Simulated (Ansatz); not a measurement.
## Relaxing Li₂O

**What was measured.** A measured cell of cubic Li2O (space group Fm-3m), temperature not stated, from the Crystallography Open Database (2004, doi:10.1021/ic049138z), has a = 4.627 Å and 8.26 Å³/atom.

Method: PBE, scalar-relativistic; no spin polarisation; PAW, 420 eV, 12×12×12 k-mesh, Gaussian smearing of 0.05 eV; code Ansatz. The datasets are Ansatz's generated set soft_2.

The chain of runs began from a cell as deposited in COD, expanded in volume.

The first cell, 0 % over the database's volume:

```
CELL_PARAMETERS angstrom
0.00000 2.31717 2.31717
2.31717 0.00000 2.31717
2.31717 2.31717 0.00000
ATOMIC_POSITIONS crystal
Li 0.25000 0.25000 0.25000
Li 0.75000 0.75000 0.75000
O 0.00000 0.00000 0.00000
```

The steps in volume:

```tsv
run	level	k-mesh	kind	V (Å³/atom)	P (GPa)	E − E(final) (meV/atom)	gap on the mesh (eV)
1	PBE	12×12×12	fixed cell	8.29	-0.4	0.1	4.97
2	PBE	12×12×12	fixed cell	8.26	-0.1	0.0	4.98
```

Cell and atoms are those of this level's equilibrium.

The final structure (symmetry read at 0.01 Å). It takes space group Fm-3m (No. 225, cubic). Conventional cell: a = 4.628 Å, b = 4.628 Å, c = 4.628 Å, α = 90.00°, β = 90.00°, γ = 90.00°. Li (site symmetry -43m) is surrounded by 4 O at 2.00 Å. O (site symmetry m-3m) has 8 Li at 2.00 Å as nearest neighbours. (Shells end 15 % past the nearest neighbour.)

- At the final geometry the gap, band path included, is 4.98 eV.
- The equation of state gives B0 = 79 GPa.
- Against the elements' standard states, run alike and uncorrected, the formation energy is -1.84 eV/atom.

**What lies behind the numbers.**

Formal charges Li⁺, O²⁻ balance and leave closed shells on every ion, so a band insulator is expected, and the gap is 4.98 eV.

Shannon's ionic radii give a check on the bond lengths: Li⁺ with 4 neighbours 0.59 Å + O²⁻ 1.42 Å = 2.01 Å against a computed mean of 2.00 Å. Sums and bonds agree within 3 %, so ion sizes set the bond lengths.

Bader charges against formal ones: Li +0.86 (+1), O −1.71 (−2). The cations give up 86 % of the formal charge; Bader charges stay under formal ones because the anions' density reaches into the cations' basins, though a share this high marks a strongly ionic bond.

**Comparison.** The computed cell (4.628 Å, 8.26 Å³/atom) differs from the database's by +0.1 % in volume, about +0.0 % in length. Agreement this close is partly luck: the calculation is for a static lattice, the crystal has zero-point motion and thermal expansion, roughly 1.9 to 4.7 % in volume at 300 K (room temperature assumed) by Grüneisen's rule, γ·3k_BT/(B0·V0) with γ of 1 to 2.5.

Semilocal functionals underestimate band gaps, commonly by a third or more.
